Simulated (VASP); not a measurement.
Set up this calculation in VASP 6.6.1, as the native input.

| Item | Value |
| --- | --- |
| Task | single point |
| Functional | PBE |
| Potentials or basis | VASP PAW PBE potentials, release 64 (Mg, S) |
| Cutoff | 520 eV |
| k mesh | 2 × 2 × 2 |
| Occupations | fermi-dirac, width 0.1 eV |
| Spin | no spin polarisation |
| Dipole correction | no |
| Further INCAR settings | LREAL = Auto; ALGO = Normal; EDIFF = 1e-06; NBANDS = 42 |

The structure of Mg8S7 (a cell with a defect) lies in POSCAR:

```
Mg8S7
1.0
    0.0000000000      5.2477720000      5.2477720000
    5.2477720000      0.0000000000      5.2477720000
    5.2477720000      5.2477720000      0.0000000000
Mg S
8 7
Direct
    0.0304312001     -0.0104316651     -0.0118200638
   -0.0127044391     -0.0361804972      0.5350123824
   -0.0119747962      0.5347568454     -0.0359624999
   -0.0221687413      0.5091098661      0.5077046983
    0.4947539642     -0.0070452756     -0.0084936998
    0.5001332947      0.0505823233      0.4495487799
    0.5005258422      0.4513424935      0.0489481060
    0.5086442399      0.5118604619      0.5105141763
    0.2346710185      0.2506799076      0.2490561709
    0.2516080157      0.2698368946      0.7419610646
    0.2518569785      0.7432923915      0.2680848177
    0.7628334463      0.2501002330      0.2492324362
    0.7645436959      0.2298196263      0.7560305593
    0.7647410177      0.7573355893      0.2280427770
    0.4067755802      0.7492992264      0.7474449157
```

The input as run:

INCAR

```
SYSTEM = Mg8S7
PREC = Accurate
ENCUT = 520
EDIFF = 1E-6
ISMEAR = -1
SIGMA = 0.1
LREAL = Auto
LASPH = .True.
NELM = 80
ALGO = Normal
ISIF = 2
LWAVE = .False.
LCHARG = .False.
GGA = PE
NBANDS = 42
```

KPOINTS

```
Automatic mesh
0
Gamma
  2 2 2
  0 0 0
```

Potentials or basis: VASP PAW PBE potentials, release 64 (Mg, S).

The run is started by

```console
$ cat potpaw_PBE.64/Mg/POTCAR potpaw_PBE.64/S/POTCAR > POTCAR
$ mpirun -np 1 vasp_std > vasp.out
```

It gave:

The pressure is 0.0 GPa. The largest force is 1.610 eV/Å. The band gap on the k mesh is 0.36 eV, indirect (least direct gap 0.64 eV).

Caveat: the k mesh is coarse (spacing up to 0.52 Å⁻¹), so the values aren't converged.

It took 110 s on 1 thread of AMD EPYC 9R45 (Zen 5), with other jobs on the host, peak memory 0.38 GiB.
